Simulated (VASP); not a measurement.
# BN: G0W0 on PBE, by volume over the given one and cell

BN, P6_3mc (no. 186), 4 atoms in the cell. PBE, GW; PAW potentials N_GW, B_GW (PBE set).

| Volume over the given one | Cell | Quasiparticle gap on the mesh (eV) | Gap of the starting point on the mesh (eV) | Quasiparticle gap at the zone centre (eV) | Starting gap at the zone centre (eV) | Correction of the gap between the band edges on the mesh (eV) | Time (s) |
|---|---|---|---|---|---|---|---|
| 0.94 | scale = 0.94 | 6.60 | 5.05 | 10.70 | 8.53 | 1.55 | 6.6 |
| 0.97 | scale = 0.97 | 6.64 | 5.10 | 10.54 | 8.41 | 1.54 | 6.9 |
| 1 | as given | 6.68 | 5.15 | 10.39 | 8.28 | 1.53 | 7.2 |
| 1.03 | scale = 1.03 | 6.71 | 5.19 | 10.24 | 8.16 | 1.51 | 7.4 |

Limits: the mesh is coarse: neither the gap nor the screening is converged.

## Input of the first row

INCAR.step1:
```
ALGO = Normal
EDIFF = 1E-8
ENCUT = 500
GGA = PE
ISMEAR = 0
KPAR = 2
LASPH = True
LCHARG = False
LREAL = False
LWAVE = True
NELM = 150
PREC = Accurate
SIGMA = 0.05
```

INCAR.step2, as INCAR.step1 but for:
```
- ALGO = Normal
- NELM = 150
+ ALGO = Exact
+ ISTART = 1
+ LOPTICS = True
+ NBANDS = 152
+ NELM = 1
```

INCAR.step3:
```
ALGO = EVGW0
ENCUT = 500
ENCUTGW = 200
GGA = PE
ISMEAR = 0
ISTART = 1
KPAR = 2
LASPH = True
LCHARG = False
LREAL = False
LWAVE = False
NBANDS = 152
NBANDSGW = 12
NELMGW = 1
NOMEGA = 48
PREC = Accurate
PRECFOCK = Fast
SIGMA = 0.05
```

KPOINTS:
```
k-points
0
Gamma
  3 3 2
```

POSCAR:
```
BN
1.0
    2.5018037563      0.0000000000      0.0000000000
   -1.2509018782      2.1666256083      0.0000000000
    0.0000000000      0.0000000000      4.1405684416
N B
2 2
Direct
    0.3333333333      0.6666666667      0.1252760000
    0.6666666667      0.3333333333      0.6252760000
    0.3333333333      0.6666666667      0.4997240000
    0.6666666667      0.3333333333      0.9997240000
```

Commands (each step's output is kept before the next begins):
```
cat potpaw_PBE.64/N_GW/POTCAR potpaw_PBE.64/B_GW/POTCAR > POTCAR
cp INCAR.step1 INCAR
mpirun -np 4 vasp_std > vasp.out
cp INCAR.step2 INCAR
mpirun -np 4 vasp_std > vasp.out
cp INCAR.step3 INCAR
mpirun -np 4 vasp_std > vasp.out
```

VASP 6.6.1 took 6.6 s on 4 cores (AMD EPYC 9R45 (Zen 5)), a shared host.
